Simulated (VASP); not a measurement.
VASP 6.6.1 run: CdSe

INCAR

```
NBANDS = 16
LDAUL = 2 -1
LDAU = .TRUE.
NELM = 65
LMAXMIX = 4
EDIFF = 1E-7
ISMEAR = -1
LCHARG = .FALSE.
SIGMA = 0.02
LDAUJ = 0 0
IBRION = -1
LDAUU = 6.0 0
LASPH = .TRUE.
PREC = Normal
LREAL = .FALSE.
ISIF = 2
LDAUTYPE = 2
ENCUT = 520
GGA = CA
LWAVE = .FALSE.
NSW = 0
```

KPOINTS

```
KPOINTS created by Atomic Simulation Environment
0
Gamma
8 8 8
0 0 0
```

POSCAR

```
Cd Se
 1.0000000000000000
     3.5331017259661111   -0.0000000000000000    0.0000000000000000
    -0.0000000000000000    3.5331017259661111    0.0000000000000000
     0.0000000000000000    0.0000000000000000    3.5331017259661111
 Cd  Se
   1   1
Cartesian
 -0.0000000000000000  0.0000000000000000 -0.0000000000000000
  1.7665508629830555  1.7665508629830555  1.7665508629830555
```

The recommended LDA PAW datasets give the neutral cell 18 valence electrons.

Command

```
mpirun -np 1 vasp_std
```

Question: How does this run end, and what does it give?

Answer: It converged. Results: gap between bands v and c on the k mesh -1.26 eV (bands overlap: a metal); least direct gap on the k mesh 0.00 eV; pressure -5.7 GPa. Band v is the last that the valence electrons fill when counted band by band, and c is the next.

OSZICAR

```
N       E                     dE             d eps       ncg     rms          rms(c)
DAV:   1     0.106432366325E+03    0.10643E+03   -0.92179E+03  1160   0.105E+03
DAV:   2    -0.124372903955E+01   -0.10768E+03   -0.10317E+03  1408   0.247E+02
DAV:   3    -0.519310947148E+01   -0.39494E+01   -0.39333E+01  1312   0.529E+01
DAV:   4    -0.520466827464E+01   -0.11559E-01   -0.11559E-01  1384   0.303E+00
DAV:   5    -0.520470883473E+01   -0.40560E-04   -0.40560E-04  1328   0.150E-01    0.648E+00
DAV:   6    -0.483016899561E+01    0.37454E+00   -0.83704E-01  1184   0.967E+00    0.488E+00
DAV:   7    -0.484287009112E+01   -0.12701E-01   -0.59579E-02  1224   0.197E+00    0.260E+00
DAV:   8    -0.484720040432E+01   -0.43303E-02   -0.10974E-02  1184   0.102E+00    0.362E-01
DAV:   9    -0.484726421160E+01   -0.63807E-04   -0.44722E-04  1456   0.256E-01    0.108E-01
DAV:  10    -0.484730073020E+01   -0.36519E-04   -0.11793E-04  1200   0.133E-01    0.450E-02
DAV:  11    -0.484728263630E+01    0.18094E-04   -0.36453E-05  1208   0.749E-02    0.317E-03
DAV:  12    -0.484728306900E+01   -0.43270E-06   -0.53439E-06  1336   0.162E-02    0.349E-03
DAV:  13    -0.484728310414E+01   -0.35146E-07   -0.26512E-07  1240   0.298E-03
   1 F= -.48472831E+01 E0= -.48456558E+01  d E =-.325469E-02
```

For comparison, a separate LDA run of the intended cell, on usual settings and not on those above, gives a gap of -1.33 eV on its mesh and a pressure of -4.5 GPa.
